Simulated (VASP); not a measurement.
PbSe (Clausthalite):

```
Pb Se
1.0
     0.00000    3.06215    3.06215
     3.06215    0.00000    3.06215
     3.06215    3.06215    0.00000
Pb Se
1 1
Direct
  0.00000 0.00000 0.00000
  0.50000 0.50000 0.50000
```

Base run:

- Program: VASP 6.6.1
- Functional: PBEsol
- Potentials or basis: VASP PAW PBE potentials, release 64 (Pb_d, Se)
- Cutoff: 520 eV
- k mesh: 8 × 8 × 8
- Occupations: gaussian, width 0.02 eV
- Spin: no spin polarisation

Its results: band gap on the k mesh 0.21 eV, direct.

Problem. The run is repeated on the same cell with these changes: functional from PBEsol to TB-mBJ; further incar settings from ALGO = Fast; EDIFF = 1e-06; NBANDS = 17 to ALGO = Normal; EDIFF = 1e-06. What comes out?

Solution. Band gap on the k mesh 0.87 eV, direct.

Caveats: spin-orbit coupling is left out, which as a rule narrows the gap of such compounds by several tenths of an eV.

A k mesh can miss the band edges.
